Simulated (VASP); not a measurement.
Wanted: the native input for a VASP 6.6.1 run.

* Task: relaxation of cell and atoms
* Functional: PBE
* Potentials or basis: VASP PAW PBE potentials, release 64 (Pt, S)
* Cutoff: 600 eV
* k mesh: 9 × 9 × 5
* Occupations: gaussian, width 0.03 eV
* Spin: no spin polarisation
* Further INCAR settings: ALGO = Normal; EDIFF = 1e-07; IBRION = 2; EDIFFG = -0.005; NSW = 90; ISIF = 3

The structure of PtS2 lies in POSCAR:

```
PtS2                                    
1.0
    3.5722978164      0.0000000000      0.0000000000
   -1.7861489082      3.0937006589     -0.0000000000
    0.0000000000      0.0000000000      6.1839900246
  Pt              S             
     1     2
Direct
     0.0000000000000000    0.0000000000000000    0.0000000000000000
     0.3333333332999970    0.6666666667000030    0.1983967618065280
     0.6666666667000030    0.3333333332999970    0.8016032381934720
```

The input as run:

INCAR

```
ALGO     = Normal         # electronic algorithm
EDIFF    = 1E-7           # SCF threshold, eV
EDIFFG   = -0.005         # ionic threshold
ENCUT    = 600            # plane-wave cutoff, eV
GGA      = PE             # functional
IBRION   = 2              # ionic algorithm
ISIF     = 3              # what is computed and relaxed
ISMEAR   = 0              # smearing method
LASPH    = T              # aspherical terms in the spheres
LCHARG   = F              # write CHGCAR
LREAL    = F              # projectors in reciprocal space
LWAVE    = F              # write WAVECAR
NELM     = 80             # most SCF steps
NSW      = 90             # ionic steps
PREC     = Accurate       # precision mode
SIGMA    = 0.03           # smearing width, eV
```

KPOINTS

```
k-points
0
Gamma
  9 9 5
```

Potentials or basis: VASP PAW PBE potentials, release 64 (Pt, S).

Launch:

```console
$ cat potpaw_PBE.64/Pt/POTCAR potpaw_PBE.64/S/POTCAR > POTCAR
$ mpirun -np 1 vasp_std > vasp.out
```

Results of the run:

```json
{
 "Relaxed volume": "23.47 Å³/atom",
 "Relaxed cell": "a = 3.573 Å, b = 3.573 Å, c = 6.369 Å, α = 90.00°, β = 90.00°, γ = 120.00°",
 "Space group after relaxing (to 0.05 Å)": "P-3m1 (No. 164)",
 "Energy gained by relaxing": "0.2 meV/atom",
 "Ionic steps": "25",
 "Pressure after relaxing": "0.0 GPa",
 "Largest force after relaxing": "0.005 eV/Å",
 "Band gap on the k mesh": "1.54 eV, indirect (least direct gap 1.56 eV)"
}
```

Caveat: spin-orbit coupling is left out, which moves the levels of the heavy elements; an odd mesh through Γ misses points on the zone boundary, where band edges often lie; this functional lacks dispersion, which binds the layers, so the pressure and a relaxed spacing across them are unreliable.

Wall time 14 min on 1 thread of Intel(R) Xeon(R) Platinum 8259CL CPU @ 2.50GHz (Skylake/Cascade Lake), on a shared host, peak memory 0.25 GiB.
